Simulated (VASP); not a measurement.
# NiO: single point with r2SCAN

NiO:

```xyz
2
Lattice="0.0000 2.0859 2.0859 2.0859 0.0000 2.0859 2.0859 2.0859 0.0000" Properties=species:S:1:pos:R:3 pbc="T T T"
Ni    0.0000    0.0000    0.0000
O     2.0859    2.0859    2.0859
```

```
Program                : VASP 6.6.1
Task                   : single point
Functional             : r2SCAN
Potentials or basis    : VASP PAW PBE potentials, release 64 (Ni, O)
Cutoff                 : 600 eV
k mesh                 : 12 × 12 × 12
Occupations            : gaussian, width 0.03 eV
Spin                   : collinear spin, ferromagnetic start
Starting moments       : [2.0, 0.0] μB
Further INCAR settings : ALGO = Normal; EDIFF = 1e-07; AMIX = 0.2; BMIX = 0.0001
```

```json
{
 "Pressure": "2.4 GPa",
 "Band gap on the k mesh": "0.70 eV, indirect (least direct gap 1.74 eV)",
 "Net moment": "2.00 μB per cell",
 "Site moments": "Ni +1.69; O +0.28 μB",
 "Valence electrons inside the program's atomic spheres": "Ni 8.94; O 5.05"
}
```

Levels at points of the mesh, in eV from the valence-band top:
Spin up:
```tsv
k point	band 5	band 6	band 7	band 8	band 9	band 10	band 11	band 12	band 13
(0.00, 0.00, 0.00)	-3.12	-3.12	-2.83	-2.83	-2.83	2.20	18.83	19.69	19.69
(0.50, 0.00, 0.00)	-2.52	-2.52	-1.84	0.00	0.00	6.35	10.97	14.91	14.91
(0.50, 0.50, 0.00)	-3.90	-3.70	-3.12	-2.19	-2.19	6.83	11.67	12.78	17.81
```
Spin down:
```
           k point  band 3  band 4  band 5  band 6  band 7  band 8  band 9  band 10  band 11  band 12
(0.00, 0.00, 0.00)   -2.23   -2.23   -2.14   -2.14   -2.14    0.70    0.70     2.76    18.92    20.03
(0.50, 0.00, 0.00)   -4.46   -4.46   -1.28   -1.28   -0.89    3.50    3.50     6.65    11.79    15.32
(0.50, 0.50, 0.00)   -3.58   -3.58   -3.12   -1.22   -1.22    1.17    1.74     7.47    12.28    13.14
```

Run time: 88 s on 1 thread of Intel(R) Xeon(R) Platinum 8488C (Sapphire Rapids), with other jobs on the host, peak memory 0.18 GiB.

Caveat: the PAW data sets were made with another functional, which shifts forces and pressure a little; a cell with one magnetic atom can't hold antiferromagnetic order, which such compounds often take. A k mesh can miss the band edges.
